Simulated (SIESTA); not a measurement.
The system is BaZrO3.

```
CELL_PARAMETERS angstrom
4.19134 0.00000 0.00000
0.00000 4.19134 0.00000
0.00000 0.00000 4.19134
ATOMIC_POSITIONS crystal
Ba 0.00000 0.00000 0.00000
Zr 0.50000 0.50000 0.50000
O 0.50000 0.50000 0.00000
O 0.50000 0.00000 0.50000
O 0.00000 0.50000 0.50000
```

Program: SIESTA 5.4.2. Alike in all runs: task band structure; no spin polarisation; cell as given; k mesh 6 × 6 × 6; smearing fermi-dirac 0.05 eV; grid cutoff 800 Ry; energy shift 0.003 Ry.

**Question.** Order these runs on this cell by their pressure, lowest first.
A. level LDA; potentials or basis PseudoDojo 0.4 standard (LDA files), DZP (energy shift 0.003 Ry; two zetas on semicore shells; d shell added on Ba)
B. level PBE; potentials or basis PseudoDojo 0.4 standard (PBE files), DZP (energy shift 0.003 Ry; two zetas on semicore shells; d shell added on Ba)
C. level PBEsol; potentials or basis PseudoDojo 0.4 standard (PBEsol files), DZP (energy shift 0.003 Ry; two zetas on semicore shells; d shell added on Ba)

**Answer.** A (-2.2 GPa), C (1.7 GPa), B (7.1 GPa).

Caveats: this set's barium file shifts pressures by up to 1 GPa against other sets; the basis of atomic orbitals isn't converged, which shifts pressures, moduli and gaps.
